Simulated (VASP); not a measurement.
# CoSi: single point with PBE

CoSi:

```
CELL_PARAMETERS angstrom
4.43800 0.00000 0.00000
0.00000 4.43800 0.00000
0.00000 0.00000 4.43800
ATOMIC_POSITIONS crystal
Co 0.86000 0.64000 0.36000
Co 0.64000 0.36000 0.86000
Co 0.36000 0.86000 0.64000
Co 0.14000 0.14000 0.14000
Si 0.15700 0.34300 0.65700
Si 0.34300 0.65700 0.15700
Si 0.65700 0.15700 0.34300
Si 0.84300 0.84300 0.84300
```

* Program: VASP 6.6.1
* Task: single point
* Functional: PBE
* Potentials or basis: VASP PAW PBE potentials, release 64 (Co, Si)
* Cutoff: 520 eV
* k mesh: 6 × 6 × 6
* Occupations: gaussian, width 0.014 eV
* Spin: collinear spin, ferromagnetic start
* Starting moments: [2.0, 2.0, 2.0, 2.0, 0.0, 0.0, 0.0, 0.0] μB
* Further INCAR settings: ALGO = Fast; EDIFF = 1e-06

```
Pressure                                              : -0.4 GPa
Largest force                                         : 0.272 eV/Å
Band gap on the k mesh                                : none (metal or under the smearing width)
Net moment                                            : 0.00 μB per cell
Valence electrons inside the program's atomic spheres : Co 8.61; Si 1.61
```

Forces on the atoms (eV/Å):
```
Co  -0.157  0.157 -0.157
Co   0.157 -0.157 -0.157
Co  -0.157 -0.157  0.157
Co   0.157  0.157  0.157
Si   0.019 -0.019  0.019
Si  -0.019  0.019  0.019
Si   0.019  0.019 -0.019
Si  -0.019 -0.019 -0.019
```

Levels at points of the mesh, in eV from the Fermi level:
Spin up:
```tsv
k point	band 23	band 24	band 25	band 26	band 27	band 28	band 29	band 30
(0.00, 0.00, 0.00)	-0.76	-0.76	0.01	0.01	0.01	2.48	2.48	2.48
(0.50, 0.00, 0.00)	-0.65	-0.65	-0.45	-0.45	1.01	1.01	1.47	1.47
(0.50, 0.50, 0.00)	-0.99	-0.99	-0.01	-0.01	0.58	0.58	2.00	2.00
(0.50, 0.50, 0.50)	-1.20	-1.20	-0.19	-0.19	-0.19	-0.19	5.35	5.35
```
Spin down:
```tsv
k point	band 24	band 25	band 26	band 27	band 28	band 29
(0.00, 0.00, 0.00)	-0.76	0.01	0.01	0.01	2.48	2.48
(0.50, 0.00, 0.00)	-0.65	-0.45	-0.45	1.01	1.01	1.47
(0.50, 0.50, 0.00)	-0.99	-0.01	-0.01	0.58	0.58	2.00
(0.50, 0.50, 0.50)	-1.20	-0.19	-0.19	-0.19	-0.19	5.35
```

Run time: 71 s on 1 thread of Intel(R) Xeon(R) 6975P-C (Granite Rapids), with other jobs on the host, peak memory 0.29 GiB.

Caveat: the starting moments collapsed, and a magnetic state may lie lower.
